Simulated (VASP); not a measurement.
Wanted: the native input for a VASP 6.6.1 run.

```
Task                   : electrostatic potential
Functional             : r2SCAN
Potentials or basis    : VASP PAW PBE potentials, release 64 (Si)
Cutoff                 : 520 eV
k mesh                 : 10 × 10 × 10
Occupations            : gaussian, width 0.02 eV
Spin                   : no spin polarisation
Further INCAR settings : ALGO = Normal; EDIFF = 1e-06
```

The structure of Si lies in POSCAR:

```
Si                                      
1.0
    0.0000000000      2.7343105175      2.7343105175
    2.7343105175      0.0000000000      2.7343105175
    2.7343105175      2.7343105175      0.0000000000
  Si            
     2
Direct
     0.0000000000000000    0.0000000000000000    0.0000000000000000
     0.2500000000000000    0.2500000000000000    0.2500000000000000
```

The cell was built by a generator and needn't be a form met in nature.

These files were run (other wordings do the same):

INCAR

```
SYSTEM = Si
PREC     = Accurate       ! precision mode
ENCUT    = 520            ! plane-wave cutoff, eV
EDIFF    = 1E-6           ! SCF threshold, eV
ISMEAR   = 0              ! smearing method
SIGMA    = 0.02           ! smearing width, eV
LREAL    = .FALSE.        ! projectors in reciprocal space
LASPH    = .TRUE.         ! aspherical terms in the spheres
NELM     = 60             ! most SCF steps
ALGO     = Normal         ! electronic algorithm
ISIF     = 2              ! what is computed and relaxed
LWAVE    = .FALSE.        ! write WAVECAR
LCHARG   = .TRUE.         ! write CHGCAR
METAGGA  = R2SCAN         ! meta-GGA
LMIXTAU  = .TRUE.       
LVHAR    = .TRUE.       
KPAR     = 4
```

KPOINTS

```
regular mesh
0
G
  10 10 10
  0 0 0
```

Potentials or basis: VASP PAW PBE potentials, release 64 (Si).

Command:

```console
$ cat potpaw_PBE.64/Si/POTCAR > POTCAR
$ mpirun -np 4 vasp_std > vasp.out
```

Results of the run:

| Item | Value |
| --- | --- |
| Pressure | -1.5 GPa |
| Band gap on the k mesh | 0.81 eV, indirect (least direct gap 2.75 eV) |

Caveat: the PAW data sets were made with another functional, which shifts forces and pressure a little.

It took 12 s on 4 MPI ranks on Intel(R) Xeon(R) 6975P-C (Granite Rapids), with other jobs on the host, peak memory 0.15 GiB a rank.
